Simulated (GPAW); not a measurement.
# BeTe (F-43m) in GPAW: further runs, part 2 of 2

GPAW 26.7.0. The steps go on from the part before.

### Step 4. Dielectric tensor, PBE

This run uses another cell than the first one, of 20.40 Å³/atom, 0.960 times its volume.

File run.py:

```python
import numpy as np
from ase import Atoms
from ase.dft.bandgap import bandgap
from ase.io import write
from gpaw import GPAW, PW
from gpaw.response.df import DielectricFunction

atoms = Atoms(['Te', 'Be'],
              cell=[[0.0, 2.7325629784, 2.7325629784],
                    [2.7325629784, 0.0, 2.7325629784],
                    [2.7325629784, 2.7325629784, 0.0]],
              scaled_positions=[[0.75, 0.75, 0.75],
                                [0.0, 0.0, 0.0]],
              pbc=True)

calc = GPAW(mode=PW(650),
            xc='PBE',
            kpts={'size': (7, 7, 7), 'gamma': True},
            occupations={'name': 'fermi-dirac', 'width': 0.001},
            nbands=11,
            convergence={'density': 1e-06},
            maxiter=150,
            txt='gpaw.txt')
atoms.calc = calc
energy = atoms.get_potential_energy()
calc.write('gs.gpw')
write('result.traj', atoms)
print(f'Energy: {energy:.6f} eV')
print('Fermi level:', round(calc.get_fermi_level(), 4), 'eV')
print(f'Gap: {bandgap(calc)[0]:.4f} eV, direct: {bandgap(calc, direct=True)[0]:.4f} eV')

for size in [(21, 21, 21)]:
    name = 'x'.join(str(n) for n in size)
    dense = calc.fixed_density(kpts={'size': size, 'gamma': True},
                               nbands=30, convergence={'bands': 24, 'eigenstates': 1e-7},
                               update_fermi_level=True, txt=f'dense-{name}.txt')
    dense.write(f'{name}.gpw', mode='all')
    df = DielectricFunction(f'{name}.gpw', frequencies=np.array([0.0]), hilbert=False, eta=0.001,
                            ecut=80, nbands=24, intraband=False, txt=f'df-{name}.txt')
    for xc in ['RPA']:
        for direction in ['x', 'y', 'z', [0, 1, 1], [1, 0, 1], [1, 1, 0]]:
            e0, e = df.get_macroscopic_dielectric_constant(xc=xc, direction=direction)
            print(f'{name} {xc} {direction}: {e0:.4f} without, {e:.4f} with local fields')
```

Potentials or basis: GPAW PAW data sets (gpaw-data 1.2.1), pw.

The run is started by

```bash
OMP_NUM_THREADS=1 python run.py
```

gpaw.txt:

```text
__  _  _
 | _ |_)|_||  |
 |__||  | ||/\| - 26.7.0

Input parameters:
  mode=PW(ecut=650.0),
  convergence={'density': 1e-06},
  kpts=MonkhorstPack(size=(7, 7, 7), gamma=True),
  maxiter=150,
  nbands=11,
  occupations=Occupations(name='fermi-dirac', width=0.001),
  xc=XC(name='PBE')

Diagonalizing LCAO Hamiltonian
Converting LCAO to pw mode

                    Te

       Be

Atoms  # Å, Bohr magnetons
|   | symbol |        x |        y |        z |    initial magnetic moments |
|---|--------|----------|----------|----------|-----------------------------|
| 0 |     Te | 4.098844 | 4.098844 | 4.098844 | ( 0.0000,  0.0000,  0.0000) |
| 1 |     Be | 0.000000 | 0.000000 | 0.000000 | ( 0.0000,  0.0000,  0.0000) |

Unit cell  # Å
| periodic |        x |        y |        z |  lengths |    angles |
[... 168 lines left out ...]
|iter:   4| |   -7.541280 | -3.13 | -1.54 |
|iter:   5| |   -7.541957c| -4.29 | -2.05 |
|iter:   6| |   -7.542002c| -5.52 | -2.66 |
|iter:   7| |   -7.542002c| -7.09 | -3.75 |
|iter:   8| |   -7.542002c| -7.96c| -4.15 |
|iter:   9| |   -7.542002c| -8.64c| -5.25 |
|iter:  10| |   -7.542002c| -9.35c| -5.74 |
|iter:  11| |   -7.542002c|-10.22c| -6.82c|

Converged in 11 steps
Energy contributions relative to reference atoms: (reference = -185188.868407)

Energy contributions:
  Kinetic:          22.118884
  Coulomb:         -19.454189
  Zero:              0.126634
  External:          0.000000
  Xc:              -10.333332
  Entropy:          -0.000000
  Spinorbit:         0.000000
  ----------------------------
  Free energy:      -7.542002
  Extrapolated:     -7.542002

dipole moment: (-0.279315, -0.279315, -0.279315)  # |e|*Ang

Fermi level: 7.266
Eigenvalues  # (at kpt = [0.000, 0.000, 0.000])
| band index |      eig [eV] | occ [0-2] |
|------------|---------------|-----------|
|          0 |        -6.866 |     2.000 |
|          1 |         6.050 |     2.000 |
|          2 |         6.050 |     2.000 |
|          3 |         6.050 |     2.000 |
|          4 |         9.592 |     0.000 |
|          5 |         9.592 |     0.000 |
|          6 |         9.592 |     0.000 |
|          7 |        10.565 |     0.000 |
|          8 |        14.515 |     0.000 |
|          9 |        16.716 |     0.000 |
|         10 |        17.176 |     0.000 |

Gap: 1.815 eV
Transition (v -> c):
  (s=0, k=0, n=3, [0.00, 0.00, 0.00]) -> (s=0, k=16, n=4, [0.43, 0.43, 0.00])
Direct/indirect transitions are different
Direct gap: 3.542 eV
Transition at: (s=0, k=0, n=3, [0.00, 0.00, 0.00])
# Writing to gs.gpw (mode='')
```

stdout:

```text
Energy: -7.542002 eV
Fermi level: 7.266 eV
Gap: 1.8149 eV, direct: 3.5420 eV
21x21x21 RPA x: 8.0024 without, 6.9720 with local fields
21x21x21 RPA y: 8.0024 without, 6.9720 with local fields
21x21x21 RPA z: 8.0024 without, 6.9720 with local fields
21x21x21 RPA [0, 1, 1]: 8.0024 without, 6.9720 with local fields
21x21x21 RPA [1, 0, 1]: 8.0024 without, 6.9720 with local fields
21x21x21 RPA [1, 1, 0]: 8.0024 without, 6.9720 with local fields
```

Wall time 3.8 min (1 thread of Arm Neoverse V2, shared host); peak memory 0.55 GiB.

What came out:

* Free energy: -7.5420 eV
* Band gap on the k mesh: 1.81 eV, indirect (least direct gap 3.54 eV)
* Electronic dielectric tensor (diagonal): 6.97

Electronic dielectric tensor:
```
6.97 0.00 0.00
0.00 6.97 0.00
0.00 0.00 6.97
```

Caveat: the long-wavelength limit can be off by a per cent or two; spin-orbit coupling is left out, which moves the levels of the heavy elements; an odd mesh through Γ misses points on the zone boundary, where band edges often lie. PBE gaps usually lie below the measured ones, often by a third to a half.

### Step 5. Overview

| task | level | cell | cutoff (eV) | smearing | response ecut | response k mesh | response bands | kernels | coarser k mesh | gap on the mesh (eV) |
| --- | --- | --- | --- | --- | --- | --- | --- | --- | --- | --- |
| equation of state | vdW-DF-cx | F-43m, 21.25 Å³/atom | 800 | fermi-dirac 0.05 eV | - | - | - | - | - | - |
| dielectric tensor | PBE | F-43m, 19.98 Å³/atom | 650 | fermi-dirac 0.001 eV | 80 eV | 21 × 21 × 21 | 24 | ["RPA"] | 21 × 21 × 21 | 1.76 |
| dielectric tensor | PBE | F-43m, 20.4 Å³/atom | 650 | fermi-dirac 0.001 eV | 80 eV | 21 × 21 × 21 | 24 | ["RPA"] | 21 × 21 × 21 | 1.81 |

Alike in all rows: potentials or basis GPAW PAW data sets (gpaw-data 1.2.1), pw; no spin polarisation; k mesh 7 × 7 × 7.

Caveats: the long-wavelength limit can be off by a per cent or two (some runs); spin-orbit coupling is left out, which moves the levels of the heavy elements (some runs); an odd mesh through Γ misses points on the zone boundary, where band edges often lie (some runs); the minimum lies outside the volumes run (some runs); the PAW data sets were made with another functional, which shifts forces and pressure a little (some runs).

Total energies depend on the potentials used, so only differences within one code and one set of settings carry meaning.
